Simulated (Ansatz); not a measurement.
Write the native input for Ansatz 0.2.0 that does the following.

```yaml
Task: relaxation of cell and atoms
Functional: PBEsol
Potentials_or_basis: Ansatz PAW
Cutoff: "420 eV (not typed: the program's choice for these potentials)"
k_mesh: 5 × 5 × 5
Occupations: fermi-dirac, width 0.05 eV
Spin: no spin polarisation
Hubbard_terms: Ti d U = 2 eV
Hubbard_projectors: ortho-atomic (the default)
Double_counting: fll (the default)
```

The system is TiSi2.

```xyz
6
Lattice="0.0000 4.1175 4.2629 2.3895 0.0000 4.2629 2.3895 4.1175 0.0000" Properties=species:S:1:pos:R:3 pbc="T T T"
Ti    3.5843    6.1763    6.3943
Ti    2.3895    4.1175    4.2629
Si    1.1948    3.3975    2.1314
Si    1.1948    0.7200    2.1314
Si    2.3895    1.3387    4.2629
Si    2.3895    6.8963    4.2629
```

The cell is a database's computed one.

The input as run:

input.yaml

```yaml
crystal:
  lattice:
    - [0.0, 4.1175163063, 4.2628978354]
    - [2.3895119538, 0.0, 4.2628978354]
    - [2.3895119538, 4.1175163063, 0.0]
  atoms:
    - { symbol: Ti, position: [0.75, 0.75, 0.75] }
    - { symbol: Ti, position: [0.5, 0.5, 0.5] }
    - { symbol: Si, position: [0.41256561, 0.08743439, 0.41256561] }
    - { symbol: Si, position: [0.08743439, 0.41256561, 0.08743439] }
    - { symbol: Si, position: [0.16256561, 0.83743439, 0.16256561] }
    - { symbol: Si, position: [0.83743439, 0.16256561, 0.83743439] }
hamiltonian:
  xc: pbesol
  pseudopotentials: { kind: paw }
  hubbard: { sites: [{ species: Ti, l: d, u_eff: 2.0 }] }
kpoints:
  mp_grid: { grid: [5, 5, 5] }
scf:
  occupations: { method: fermi_dirac, width: 0.05 }
output:
  forces: true
  stress: true
  eigenvalues: true
  write_density: true
  write_potential: true
  elf: true
  volumetric_format: npy
relax:
  f_tol: 0.01
  max_steps: 40
  cell: { stress_tol: 0.05 }
```

Potentials or basis: Ansatz PAW.

Command:

```sh
$ ansatz run input.yaml --threads 2 --pin off --max-ram 5632MiB --backend cpu --events-out ev --progress --plain --runs-dir out
```

Results of the run:

| Item | Value |
| --- | --- |
| Relaxed volume | 13.93 Å³/atom |
| Relaxed cell | a = 5.928 Å, b = 4.897 Å, c = 4.744 Å, α = 75.88°, β = 53.23°, γ = 50.89° |
| Space group after relaxing (to 0.05 Å) | Fddd (No. 70) |
| Energy gained by relaxing | 0.7 meV/atom |
| Ionic steps | 5 |
| Pressure after relaxing | 0.0 GPa |
| Largest force after relaxing | 0.005 eV/Å |
| Band gap on the k mesh | none (metal or under the smearing width) |

Caveat: the plane-wave basis is chosen anew once the cell has moved, so the energies of steps on either side of that aren't comparable; U without spin polarisation on a metal has little footing; the PAW data sets come from PBE, with cores solved anew for the run's functional, which leaves a small shift of forces and pressure; the U is typed as a test and isn't derived for this compound.

Wall time 12 s on 2 threads of Intel(R) Xeon(R) Platinum 8488C (Sapphire Rapids), with other jobs on the host, peak memory 0.51 GiB.
